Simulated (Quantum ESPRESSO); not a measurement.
A run of Quantum ESPRESSO 7.5:

pw.in

```
&CONTROL
  calculation = 'scf'
  prefix = 'pwscf'
  outdir = './tmp'
  pseudo_dir = './pseudo'
  tprnfor = .true.
  tstress = .true.
  disk_io = 'low'
/
&SYSTEM
  ibrav = 0
  nat = 2
  ntyp = 2
  ecutwfc = 84
  nbnd = 14
  input_dft = 'blyp'
  occupations = 'smearing'
  smearing = 'fd'
  degauss = 0.00367493
/
&ELECTRONS
  conv_thr = 4d-10
  electron_maxstep = 120
  mixing_beta = 0.5
/
ATOMIC_SPECIES
S     32.0600 S.upf
Mg    24.3050 Mg.upf
CELL_PARAMETERS angstrom
   0.0000000000    2.6016500000    2.6016500000
   2.6016500000    0.0000000000    2.6016500000
   2.6016500000    2.6016500000    0.0000000000
ATOMIC_POSITIONS angstrom
S      2.6016500000    2.6016500000    2.6016500000
Mg     0.0000000000    0.0000000000    0.0000000000
K_POINTS automatic
4 4 4 1 1 1
```

relax.in

```
&CONTROL
  calculation = 'vc-relax'
  prefix = 'pwscf'
  outdir = './tmp'
  pseudo_dir = './pseudo'
  tprnfor = .true.
  tstress = .true.
  disk_io = 'low'
  nstep = 40
  forc_conv_thr = 0.0001
  etot_conv_thr = 1d-06
/
&SYSTEM
  ibrav = 0
  nat = 2
  ntyp = 2
  ecutwfc = 84
  nbnd = 14
  input_dft = 'blyp'
  occupations = 'smearing'
  smearing = 'fd'
  degauss = 0.00367493
/
&ELECTRONS
  conv_thr = 4d-10
  electron_maxstep = 120
  mixing_beta = 0.5
/
&IONS
  ion_dynamics = 'bfgs'
/
&CELL
  cell_dynamics = 'bfgs'
  press = 0
  press_conv_thr = 0.2
/
ATOMIC_SPECIES
S     32.0600 S.upf
Mg    24.3050 Mg.upf
CELL_PARAMETERS angstrom
   0.0000000000    2.6016500000    2.6016500000
   2.6016500000    0.0000000000    2.6016500000
   2.6016500000    2.6016500000    0.0000000000
ATOMIC_POSITIONS angstrom
S      2.6016500000    2.6016500000    2.6016500000
Mg     0.0000000000    0.0000000000    0.0000000000
K_POINTS automatic
4 4 4 1 1 1
```

The input scf2.in:

```
&CONTROL
  calculation = 'scf'
  prefix = 'pwscf'
  outdir = './tmp'
  pseudo_dir = './pseudo'
  tprnfor = .true.
  tstress = .true.
  disk_io = 'low'
/
&SYSTEM
  ibrav = 0
  nat = 2
  ntyp = 2
  ecutwfc = 84
  nbnd = 14
  input_dft = 'blyp'
  occupations = 'fixed'
/
&ELECTRONS
  conv_thr = 1d-13
  electron_maxstep = 120
  mixing_beta = 0.5
  startingpot = 'file'
  startingwfc = 'file'
/
ATOMIC_SPECIES
S     32.0600 S.upf
Mg    24.3050 Mg.upf
CELL_PARAMETERS angstrom
   0.0000000000    2.6471967926    2.6471967926
   2.6471967926    0.0000000000    2.6471967926
   2.6471967926    2.6471967926    0.0000000000
ATOMIC_POSITIONS angstrom
S      2.6471967926    2.6471967926    2.6471967926
Mg     0.0000000000    0.0000000000    0.0000000000
K_POINTS automatic
4 4 4 1 1 1
```

ph.in

```
phonons of MgS
&INPUTPH
  prefix = 'pwscf'
  outdir = './tmp'
  tr2_ph = 1d-18
  fildyn = 'dyn'
  niter_ph = 90
  alpha_mix(1) = 0.7
  epsil = .true.
/
0.0000000000 0.0000000000 0.0000000000
```

The input dynmat.in:

```
&INPUT
  fildyn = 'dyn'
  asr = 'crystal'
  lperm = .true.
  filout = 'dynmat.disp'
  fileig = 'dynmat.eig'
/
```

The input dynmat_lo.in:

```
&INPUT
  fildyn = 'dyn'
  asr = 'crystal'
  filout = 'dynmat_lo.disp'
  fileig = 'dynmat_lo.eig'
  q(1) = 0
  q(2) = 0
  q(3) = 1
/
```

Potentials or basis: PseudoDojo 0.4.1 SR PBE standard.

The run is started by

```bash
$ OMP_NUM_THREADS=1 pw.x -in pw.in > pw.out
$ OMP_NUM_THREADS=1 pw.x -in relax.in > relax.out
$ OMP_NUM_THREADS=1 pw.x -in scf2.in > scf2.out
$ OMP_NUM_THREADS=1 ph.x -in ph.in > ph.out
$ OMP_NUM_THREADS=1 dynmat.x -in dynmat.in > dynmat.out
$ OMP_NUM_THREADS=1 dynmat.x -in dynmat_lo.in > dynmat_lo.out
```

Hardware: 1 thread of Arm Neoverse V2 (shared host).

Q: How long does it take, and how much memory?

A: Run time: 3.7 min on 1 thread of Arm Neoverse V2 (shared host), peak memory 0.09 GiB. Counts: scf iterations 50, k pools 1, bands 14, ion steps 5, k points 10, g dense 24693.
